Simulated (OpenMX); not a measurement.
Runs of OpenMX 3.8.5 on MnS. Symmetry: Fm-3m, No. 225, cubic system. Conventional cell: a = 5.209 Å, b = 5.209 Å, c = 5.209 Å, α = 90.00°, β = 90.00°, γ = 90.00°. Mn (site symmetry m-3m) is surrounded by 6 S at 2.60 Å. S (site symmetry m-3m) has 6 Mn at 2.60 Å as nearest neighbours. 

```tsv
level	potentials or basis	k mesh	pressure (GPa)	moment (μB)
PBE	OpenMX 2013 PBE set, Mn6.0-s3p2d2, S7.0-s2p2d1f1, grid cutoff 400 Ry	7 × 7 × 7	-1.8	4.71
PBE	OpenMX 2013 PBE set, Mn6.0-s3p2d2, S7.0-s2p2d1f1, grid cutoff 400 Ry	9 × 9 × 9	-1.5	(a)
PBE	OpenMX 2013 PBE set, Mn6.0-s3p2d2f1, S7.0-s3p2d2f1, grid cutoff 400 Ry	9 × 9 × 9	-1.6	4.74
LDA	OpenMX 2013 LDA set, Mn6.0-s3p2d2, S7.0-s2p2d1f1, grid cutoff 400 Ry	7 × 7 × 7	-10.3	(b)
```

Alike in all rows: task band structure; spin collinear, ferromagnetic start; cell as given; smearing fermi-dirac 0.05 eV.

Question: Fill in the values left out.

Answer: (a) 4.73; (b) 4.59.

Caveats: the basis of atomic orbitals isn't converged, which shifts pressures, moduli and gaps; a cell with one magnetic atom can't hold antiferromagnetic order, which such compounds often take.

Not every run made on this cell is shown here.
